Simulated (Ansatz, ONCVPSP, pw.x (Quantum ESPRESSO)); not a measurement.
**Mg (Z = 12): one change to the ONCV potential, in the atom and in the fcc crystal**

Mg, optimised norm-conserving Vanderbilt (ONCV), made with ONCVPSP 4.0.1.1 (patched build) (PBE, scalar-relativistic). Core [Ne], reference 3s2. Waves: 3s: rc 2.10 bohr, ncon 4, nbas 9, qcut 3.1 1/bohr, 1 projector; p scattering state at 0.17 Ha: rc 1.85 bohr, ncon 4, nbas 7, qcut 4.1 1/bohr, 1 projector; d scattering state at 0.36 Ha: rc 1.85 bohr, ncon 4, nbas 7, qcut 5 1/bohr, local. Local part: the d channel. Core correction: Teter function, fcfact 5, rcfact 1.3.

Change: reference 3s1.

Cutoffs, loose and tight: the cutoffs (Ha) at which the residual kinetic energy of the hardest occupied pseudo-wave falls to 1 and 0.1 mHa per electron. They do not see the model core or the augmentation charge, which bear on the density cutoff. Test errors are all-electron minus pseudo excitation energies from the reference, over the configurations 3s1; 3s1.5; 3s1 3p1; 3s0 3p1; variants that change the core or the reference have their own tests.

Crystal test: fcc Mg in pw.x 7.5, no spin, 13³ k-points, Fermi–Dirac smearing 0.01 Ry, cutoffs set for each file from its atomic test. The reference is all-electron LAPW (Ansatz 0.2.0) with the same functional, mesh and smearing; V0 and B0 come from Birch–Murnaghan fits to the pressures at five volumes. Errors are pseudo minus all-electron; Δ is the rms difference of the E(V) curves that follow from these fits, minima aligned, over ±6 % about the mean V0. Mesh and smearing are coarse, so the numbers serve the comparison and aren't converged zero-temperature values; the lattice is a test structure that the element need not adopt.

All-electron: a0 = 4.524 Å (V0 = 23.15 Å³/atom), B0 = 35.0 GPa.

Question: Does the change bring the crystal closer to the all-electron result?

Answer: The mean pressure error goes from -0.82 to -1.87 GPa, so the change moves the solid further from the all-electron pressures.

| quantity | base | changed |
| --- | --- | --- |
| outcome (atom) | generated | generated |
| cutoff, loose (atom) | 3.6 Ha | 4.0 Ha |
| cutoff, tight (atom) | 5.7 Ha | 9.8 Ha |
| bound ghosts (atom) | none | none |
| largest test error (meV) (atom) | +14 over the solved tests; 1 of 4 tests not solved or not reliable | +44 over the solved tests; 1 of 4 tests not solved or not reliable |
| cutoffs in pw.x (Ry) | 50/200 | 50/200 |
| a0 (Å) | 4.489 | – |
| a0 error (%) | -0.79 | – |
| B0 error (%) | +4.4 | – |
| Δ (meV/atom) | 4.2 | – |
| mean pressure error (GPa) | -0.82 | -1.87 |

A dash: not determined, or the minimum lies outside the volumes sampled.

Base: This is a poor potential for the solid. The generator flags a localised state at positive energy (s at 16 eV). Atomic configuration tests: 1 of 4 tests not solved or not reliable. The cutoffs count occupied waves only; projector 1 of the p channel, the hardest unoccupied one, needs 19 Ha at the loose tolerance. Changed file: This is a poor potential for the solid. The generator flags a localised state at positive energy (s at 8 eV). Atomic configuration tests: 1 of 4 tests not solved or not reliable.
